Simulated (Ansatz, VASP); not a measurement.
Ti in VASP and in Ansatz

File INCAR:

```
SYSTEM = Ti
ALGO = Fast
EDIFF = 1E-6
ENCUT = 520
GGA = PS
ISIF = 2
ISMEAR = 0
LASPH = .True.
LCHARG = .True.
LELF = .True.
LREAL = .False.
LVHAR = .True.
LWAVE = .False.
NBANDS = 12
NELM = 80
PREC = Accurate
SIGMA = 0.15
```

KPOINTS

```
k-points
0
Gamma
  22 22 22
  0 0 0
```

Contents of POSCAR:

```
Ti
1.0
   -1.7288685458      1.7288685458      1.6043900105
    1.7288685458     -1.7288685458      1.6043900105
    1.7288685458      1.7288685458     -1.6043900105
Ti
1
Direct
    0.0000000000      0.0000000000      0.0000000000
```

Input for Ansatz:

```yaml
crystal:
  lattice:
    - [-1.7288685458, 1.7288685458, 1.6043900105]
    - [1.7288685458, -1.7288685458, 1.6043900105]
    - [1.7288685458, 1.7288685458, -1.6043900105]
  atoms:
    - { symbol: Ti, position: [0.0, 0.0, 0.0] }
basis:
  ecutwfc: 520.0
kpoints:
  mp_grid: { grid: [22, 22, 22] }
hamiltonian:
  xc: pbesol
  pseudopotentials: { kind: paw, azcp: { folder: soft_1 } }
scf:
  occupations: { method: gaussian, width: 0.15 }
output:
  forces: true
  stress: true
  eigenvalues: true
  write_density: true
  write_potential: true
  elf: true
  volumetric_format: npy
```

Alike in both runs: task single point; functional PBEsol; k mesh 22 × 22 × 22; occupations gaussian, width 0.15 eV; no spin polarisation.

|  | VASP | Ansatz |
| --- | --- | --- |
| version | VASP 6.6.1 | Ansatz 0.2.0 |
| potentials or method | VASP PAW PBE potentials, release 64 (Ti_sv) | scalar-relativistic, plane waves, PAW |
| plane-wave cutoff (eV) | 520 | 520 |
| valence electrons in the cell | 12 | 12 |

Ansatz gave:

| Quantity | Value |
| --- | --- |
| gap on the k mesh at the Fermi level (eV) | none |
| pressure (GPa) | -12.9 |
| largest component of the traceless stress (GPa) | 1.39 |

Question: What did VASP give for the same quantities?

Answer: gap on the k mesh at the Fermi level (eV): none; pressure (GPa): -13.0; largest component of the traceless stress (GPa): 1.39.

A gap of «none» marks a metal or a gap that the smearing closes. Ansatz warned: «pseudo_functional_mismatch».

Caveats: the PAW data sets were made with another functional, which shifts forces and pressure a little (VASP).
